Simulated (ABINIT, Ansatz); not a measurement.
Planning a run of Ansatz 0.2.0 on MgO (Fm-3m). The input:

```yaml
crystal:
  lattice:
    - [0.0, 2.0970013927, 2.0970013927]
    - [2.0970013927, 0.0, 2.0970013927]
    - [2.0970013927, 2.0970013927, 0.0]
  atoms:
    - { symbol: Mg, position: [0.0, 0.0, 0.0] }
    - { symbol: O, position: [0.5, 0.5, 0.5] }
kpoints:
  mp_grid: { grid: [8, 8, 8] }
hamiltonian:
  xc: pbe
scf:
  occupations: { method: fixed }
dielectric: {}
```

```sh
ansatz run input.yaml --threads 1 --pin off --max-ram 1382MiB --backend cpu --events-out ev --progress --plain --runs-dir out
```

Q: How long will it take on 1 thread of Arm Neoverse V2, shared host, and how much memory?

It took 15 s; on shared hardware allow 7.5 s to 30 s. Peak host memory was 0.34 GiB.

[Paths, hosts, dates, memory and timing lines, banners, echoed tables and standing remarks are left out of the program output.]

[Logs are printed without paths, hosts, clocks, repeated set-up lines and the standing remarks that a program may print on its own settings, such as how far it seeks lower states.]

[Runs of the session that timed out or met a known fault of the program may be left out.]

[Hosts, paths, dates, database ids (printed as entryN), source tags and the programs' standing remarks are cut or masked in the printed files.]

[G0W0 gaps are taken among the corrected bands and points alone; a level outside them can change the order at an edge.]

[Where Ansatz stands beside ABINIT at settings called matched, ABINIT's density can come from a denser mesh and the files from another edition; pairs whose starting gaps differed by over 0.03 eV were left out, so agreement reads better than it is.]
